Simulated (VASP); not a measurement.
# FeSi2 (Linzhiite) (P4/mmm) in VASP: further runs

The runs below take FeSi2 (Linzhiite) through single point, with r2SCAN.

Everything below comes from runs of VASP 6.6.1. Logs are shortened: lines on timing, memory, paths and dates and some standing lists are left out, and cuts for length are marked.

## Step 1: Starting point

Symmetry: P4/mmm, No. 123, tetragonal system. The conventional cell has a = 2.684 Å, b = 2.684 Å, c = 5.128 Å, α = 90.00°, β = 90.00°, γ = 90.00°. Fe (site symmetry 4/mmm) has 8 Si at 2.35 Å and 4 Fe at 2.68 Å as nearest neighbours. Around Si (site symmetry 4mm) lie 4 Fe at 2.35 Å and 5 Si at 2.36 to 2.68 Å.

## Step 2: Single point, r2SCAN, collinear spin, ferromagnetic start

Input file INCAR:

```
SYSTEM = FeSi2
PREC = Accurate
ENCUT = 700
EDIFF = 1E-6
ISMEAR = 1
SIGMA = 0.15
LREAL = .False.
LASPH = .True.
NELM = 100
ALGO = Normal
ISIF = 2
LWAVE = .False.
LCHARG = .False.
ISPIN = 2
MAGMOM = 3 0 0
LORBIT = 11
LMAXMIX = 4
METAGGA = R2SCAN
LMIXTAU = .True.
ADDGRID = .False.
```

Input file KPOINTS:

```
regular mesh
0
Gamma
  6 6 3
  0 0 0
```

Input file POSCAR:

```
FeSi2
1.0
    2.6840000000      0.0000000000      0.0000000000
    0.0000000000      2.6840000000      0.0000000000
    0.0000000000      0.0000000000      5.1280000000
Fe Si
1 2
Direct
    0.0000000000      0.0000000000      0.0000000000
    0.5000000000      0.5000000000      0.7300000000
    0.5000000000      0.5000000000      0.2700000000
```

Potentials or basis: VASP PAW PBE potentials, release 64 (Fe, Si).

Command:

```console
cat potpaw_PBE.64/Fe/POTCAR potpaw_PBE.64/Si/POTCAR > POTCAR
mpirun -np 1 vasp_std > vasp.out
```

OUTCAR:

```text
SYSTEM = FeSi2
   PREC = Accurate
   ENCUT = 700
   EDIFF = 1E-6
   ISMEAR = 1
   LREAL = .False.
   LASPH = .True.
   NELM = 100
   ISIF = 2
   ISPIN = 2
   LORBIT = 11
   METAGGA = R2SCAN

 Found     20 irreducible k-points:

 Following reciprocal coordinates:
            Coordinates               Weight
  0.000000  0.000000  0.000000      1.000000
  0.166667  0.000000  0.000000      4.000000
  0.333333  0.000000  0.000000      4.000000
  0.500000  0.000000  0.000000      2.000000
  0.166667  0.166667  0.000000      4.000000
  0.333333  0.166667  0.000000      8.000000
   k-points           NKPTS =     20   k-points in BZ     NKDIM =     20   number of bands    NBANDS=     14
   number of dos      NEDOS =    301   number of ions     NIONS =      3
   total plane-waves  NPLWV =  27648
   dimension x,y,z NGX =    24 NGY =   24 NGZ =   48
   dimension x,y,z NGXF=    48 NGYF=   48 NGZF=   96
   ions per type =               1   2
   NGX,Y,Z   is equivalent  to a cutoff of  14.87, 14.87, 15.56 a.u.
   NGXF,Y,Z  is equivalent  to a cutoff of  29.73, 29.73, 31.12 a.u.
 SYSTEM =  FeSi2
   PREC   = accura    normal or accurate (medium, high low for compatibility)
   ISTART =      0    job   : 0-new  1-cont  2-samecut
   ICHARG =      2    charge: 1-file 2-atom 10-const
   ISPIN  =      2    spin polarized calculation?
   LNONCOLLINEAR =      F non collinear calculations
   LSORBIT =      F    spin-orbit coupling
   LASPH  =      T    aspherical Exc in radial PAW
   ENCUT  =  700.0 eV  51.45 Ry    7.17 a.u.   5.79  5.79 11.06*2*pi/ulx,y,z
   NELM   =    100;   NELMIN=  2; NELMDL= -5     # of ELM steps
   EDIFF  = 0.1E-05   stopping-criterion for ELM
[... 8 lines left out ...]
   TEBEG  =    0.0;   TEEND  =   0.0 temperature during run
   PSTRESS=    0.0 pullay stress
   NELECT =      16.0000    total number of electrons
   NUPDOWN=      -1.0000    fix difference up-down
   EMIN   =  10.00;   EMAX   =-10.00  energy-range for DOS
   EFERMI =   0.00;   METHOD = LEGACY
   ISMEAR =     1;   SIGMA  =   0.15  broadening in eV -4-tet -1-fermi 0-gaus
   EFERMI_NEDOS =   21; number of points for ismear=-14 and -15
   IALGO  =     38    algorithm
   IMIX   =      4    mixing-type and parameters
     AMIX     =   0.40;   BMIX     =  1.00
     AMIX_MAG =   1.60;   BMIX_MAG =  1.00
  volume/ion in A,a.u.               =      12.31        83.10
  Fermi-wavevector in a.u.,A,eV,Ry     =   1.238636  2.340683 20.874330  1.534220
  Thomas-Fermi vector in A             =   2.373153
   LORBIT       =     11    0 simple, 1 ext, 2 COOP (PROOUT), +10 PAW based schemes
   METAGGA = R2SCAN    functional components
   LHFCALC =     F    Hartree Fock is set to
   AEXX    =    0.0000 exact exchange contribution
   IVDW    =     0    specifies the selected vdW correction
   LEPSILON=     F    determine dielectric tensor
   LRPA    =     F    only Hartree local field effects (RPA)
 spin polarized calculation
 Methfessel and Paxton  Order N= 1 SIGMA  =   0.15
  energy-cutoff  :      700.00
  volume of cell :       36.94
 maximum number of plane-waves:      1576
 NGX is ok and might be reduce to    24
   NGX = 11   NGY = 11   NGZ = 23

 number of electron      16.0000001 magnetization       0.1853985

 Free energy of the ion-electron system (eV)
  ---------------------------------------------------
  ext. energy  EPLUGINS =         0.00000000
  ---------------------------------------------------
  free energy    TOTEN  =       -32.57603676 eV

  energy without entropy =      -32.57264371  energy(sigma->0) =      -32.57490574

 E-fermi :  10.0014     XC(G=0): -12.7960

 val. band max:        9.9978381583   @ k =   0.5000   0.1667   0.0000
 cond. band min:      10.0038642322   @ k =   0.3333   0.1667   0.0000
 fundamental gap:      0.0060260739
 Fermi energy:        10.0014096865

 spin component 1

 k-point     1 :       0.0000    0.0000    0.0000
  band No.  band energies     occupation
      1      -4.7220      1.00000
      2       0.3072      1.00000
      3       1.5684      1.00000
      4       6.1844      1.00000
      5       8.1788      1.00000
      6       8.3024      1.00000
      7       8.3024      1.00000
      8       9.0610      1.00000
      9      14.8743      0.00000
     10      14.8743      0.00000
     11      16.9024      0.00000
     12      17.4953      0.00000
     13      18.2701      0.00000
     14      18.5301      0.00000

 k-point     2 :       0.1667    0.0000    0.0000
  band No.  band energies     occupation
      1      -4.1288      1.00000
      2       0.7218      1.00000
      3       2.1281      1.00000
      4       6.0587      1.00000
      5       7.8215      1.00000
      6       8.0777      1.00000
      7       8.4036      1.00000
      8       8.6198      1.00000
      9      11.4798     -0.00000
     10      15.5726      0.00000
     11      15.6444      0.00000
     12      17.6023      0.00000
     13      17.7602      0.00000
     14      18.4140      0.00000

 k-point     3 :       0.3333    0.0000    0.0000
  band No.  band energies     occupation
      1      -2.4231      1.00000
      2       1.8128      1.00000
      3       3.6698      1.00000
      4       4.1077      1.00000
      5       6.7071      1.00000
      6       7.4692      1.00000
      7       7.9042      1.00000
      8       8.6136      1.00000
      9      10.0047      0.48142
     10      12.6102     -0.00000
     11      14.0249      0.00000
     12      17.4786      0.00000
     13      18.2336      0.00000
     14      19.3584      0.00000

 k-point     4 :       0.5000    0.0000    0.0000
  band No.  band energies     occupation
      1      -0.4747      1.00000
      2       1.5542      1.00000
      3       2.6717      1.00000
      4       5.1998      1.00000
      5       5.8653      1.00000
      6       6.6597      1.00000
      7       7.5992      1.00000
      8       8.7229      1.00000
      9      10.0301      0.34146
     10      11.4826     -0.00000
     11      12.4407     -0.00000
     12      18.2623      0.00000
     13      19.1414      0.00000
     14      21.0285      0.00000

 k-point     5 :       0.1667    0.1667    0.0000
  band No.  band energies     occupation
      1      -3.5481      1.00000
      2       1.1367      1.00000
      3       2.6459      1.00000
      4       6.1594      1.00000
      5       7.3839      1.00000
      6       7.7475      1.00000
      7       8.3510      1.00000
      8       8.5770      1.00000
      9      11.3600     -0.00000
     10      12.7902     -0.00000
     11      15.4867      0.00000
     12      17.2220      0.00000
     13      18.2128      0.00000
     14      18.7378      0.00000

 k-point     6 :       0.3333    0.1667    0.0000
  band No.  band energies     occupation
      1      -1.8857      1.00000
      2       2.2307      1.00000
      3       3.9401      1.00000
      4       4.6106      1.00000
      5       6.3910      1.00000
      6       7.4951      1.00000
      7       7.7754      1.00000
      8       8.9995      1.00000
      9      10.0039      0.48615
     10      12.8921     -0.00000
     11      13.5868      0.00000
     12      14.5006      0.00000
     13      17.3089      0.00000
     14      19.7183      0.00000

 [... further k-points ...]

 spin component 2

 k-point     1 :       0.0000    0.0000    0.0000
  band No.  band energies     occupation
      1      -4.7396      1.00000
      2       0.2788      1.00000
      3       1.5894      1.00000
      4       6.6238      1.00000
      5       8.4485      1.00000
      6       8.4615      1.00000
      7       8.4615      1.00000
      8       9.1567      1.00000
      9      14.8612      0.00000
     10      14.8612      0.00000
     11      16.8980      0.00000
     12      17.6270      0.00000
     13      18.3299      0.00000
     14      18.5168      0.00000

 k-point     2 :       0.1667    0.0000    0.0000
  band No.  band energies     occupation
      1      -4.1456      1.00000
      2       0.6966      1.00000
      3       2.1485      1.00000
      4       6.4149      1.00000
      5       7.9477      1.00000
      6       8.3345      1.00000
      7       8.5664      1.00000
      8       8.7047      1.00000
      9      11.6514     -0.00000
     10      15.6089      0.00000
     11      15.6398      0.00000
     12      17.6046      0.00000
     13      17.7973      0.00000
     14      18.4729      0.00000

 k-point     3 :       0.3333    0.0000    0.0000
  band No.  band energies     occupation
      1      -2.4375      1.00000
      2       1.8028      1.00000
      3       3.6895      1.00000
      4       4.1715      1.00000
      5       6.7487      1.00000
      6       7.7945      1.00000
      7       7.9764      1.00000
      8       8.7845      1.00000
      9      10.4038     -0.00049
     10      12.7102     -0.00000
     11      14.1606      0.00000
     12      17.4832      0.00000
     13      18.2470      0.00000
     14      19.3672      0.00000

 k-point     4 :       0.5000    0.0000    0.0000
  band No.  band energies     occupation
      1      -0.4878      1.00000
      2       1.5651      1.00000
      3       2.6887      1.00000
      4       5.1941      1.00000
      5       5.8364      1.00000
      6       6.9545      1.00000
      7       7.6670      1.00000
      8       8.8982      1.00000
      9      10.4654     -0.00005
     10      11.6226     -0.00000
     11      12.7046     -0.00000
     12      18.2368      0.00000
     13      19.1517      0.00000
     14      21.0438      0.00000

 k-point     5 :       0.1667    0.1667    0.0000
  band No.  band energies     occupation
      1      -3.5643      1.00000
      2       1.1150      1.00000
      3       2.6656      1.00000
      4       6.4906      1.00000
      5       7.5060      1.00000
      6       7.8406      1.00000
      7       8.5666      1.00000
      8       8.7230      1.00000
      9      11.5576     -0.00000
     10      12.8720     -0.00000
     11      15.5382      0.00000
     12      17.2304      0.00000
     13      18.2174      0.00000
     14      18.7820      0.00000

 k-point     6 :       0.3333    0.1667    0.0000
  band No.  band energies     occupation
      1      -1.9004      1.00000
      2       2.2242      1.00000
      3       3.9584      1.00000
      4       4.6752      1.00000
      5       6.4581      1.00000
      6       7.5972      1.00000
      7       8.0551      1.00000
      8       9.1404      1.00000
      9      10.3992     -0.00057
     10      12.9810     -0.00000
     11      13.6518      0.00000
     12      14.6283      0.00000
     13      17.3105      0.00000
     14      19.7565      0.00000

 [... further k-points ...]

------------------------ aborting loop because EDIFF is reached ----------------------------------------

  FORCE on cell =-STRESS in cart. coord.  units (eV):
  Direction    XX          YY          ZZ          XY          YZ          ZX
  --------------------------------------------------------------------------------------
  -------------------------------------------------------------------------------------
  Total       -0.0167161     -0.0167161     -0.5376104      0.0000000      0.0000000     -0.0000000
  in kB       -0.7249902     -0.7249902    -23.3165970      0.0000000      0.0000000     -0.0000000
  external PRESSURE =      -8.2555258 kB  Pullay stress =       0.0000000 kB

 VOLUME and BASIS-vectors are now :
 -----------------------------------------------------------------------------
  energy-cutoff  :      700.00
  volume of cell :       36.94
      direct lattice vectors                 reciprocal lattice vectors
     2.684000000  0.000000000  0.000000000     0.372578241  0.000000000  0.000000000
     0.000000000  2.684000000  0.000000000     0.000000000  0.372578241  0.000000000
     0.000000000  0.000000000  5.128000000     0.000000000  0.000000000  0.195007800

 POSITION                                       TOTAL-FORCE (eV/Angst)
 -----------------------------------------------------------------------------------
      0.00000      0.00000      0.00000        -0.000000      0.000000      0.000000
      1.34200      1.34200      3.74344        -0.000000      0.000000     -0.184699
      1.34200      1.34200      1.38456         0.000000     -0.000000      0.184699
 -----------------------------------------------------------------------------------
    total drift:                               -0.000000     -0.000000     -0.000000

  FREE ENERGIE OF THE ION-ELECTRON SYSTEM (eV)
  ---------------------------------------------------
  free  energy   TOTEN  =       -32.5760367621 eV

  energy  without entropy=      -32.5726437093  energy(sigma->0) =      -32.57490574

 total charge

# of ion       s       p       d       tot
------------------------------------------
    1        0.473   0.730   6.687   7.890
    2        0.724   0.908   0.000   1.632
    3        0.724   0.908   0.000   1.632
--------------------------------------------------
tot          1.920   2.547   6.687  11.155

 magnetization (x)

# of ion       s       p       d       tot
------------------------------------------
    1       -0.001  -0.005   0.211   0.205
    2       -0.001  -0.004   0.000  -0.004
    3       -0.001  -0.004   0.000  -0.004
--------------------------------------------------
tot         -0.003  -0.012   0.211   0.196
```

Run time: 99 s. Hardware: 1 thread of AMD EPYC 9R45 (Zen 5), shared host; peak memory 0.18 GiB.

These settings aren't checked as converged: the numbers below hold their error.

What came out:

```yaml
Free_energy: -32.5760 eV
Pressure: -0.8 GPa
Largest_force: 0.185 eV/Å
Band_gap_on_the_k_mesh: none (metal or under the smearing width)
Net_moment: 0.19 μB per cell
Site_moments: Fe +0.20; Si -0.00 μB
Valence_electrons_inside_the_program's_atomic_spheres: Fe 7.89; Si 1.63
```

Caveat: the k mesh is coarse (spacing up to 0.41 Å⁻¹), so the values aren't converged; the PAW data sets were made with another functional, which shifts forces and pressure a little.

## Step 3: Single point, r2SCAN, collinear spin, ferromagnetic start

INCAR, as its differences from that of step 2:

```diff
@@ -2,3 +2,3 @@
 PREC = Accurate
-ENCUT = 700
+ENCUT = 300
 EDIFF = 1E-6
```

Input file KPOINTS:

```
regular mesh
0
Gamma
  9 9 5
  0 0 0
```

POSCAR is that of step 2.

Potentials or basis: VASP PAW PBE potentials, release 64 (Fe, Si).

Command:

```console
cat potpaw_PBE.64/Fe/POTCAR potpaw_PBE.64/Si/POTCAR > POTCAR
mpirun -np 1 vasp_std > vasp.out
```

It took 60 s on 1 thread of AMD EPYC 9R45 (Zen 5), shared host; peak memory 0.11 GiB.

These settings aren't checked as converged: the numbers below hold their error.

What came out:

```
Free energy                                           : -32.5483 eV
Largest force                                         : 0.229 eV/Å
Band gap on the k mesh                                : none (metal or under the smearing width)
Net moment                                            : 0.11 μB per cell
Site moments                                          : Fe +0.13; Si -0.00 μB
Valence electrons inside the program's atomic spheres : Fe 7.88; Si 1.64
```

Caveat: the cutoff is under 1.25 times the usual one of these potentials, so pressure, stress and relaxed cells hold a basis-set (Pulay) error; the PAW data sets were made with another functional, which shifts forces and pressure a little.

(Continued in part 2 of 2.)
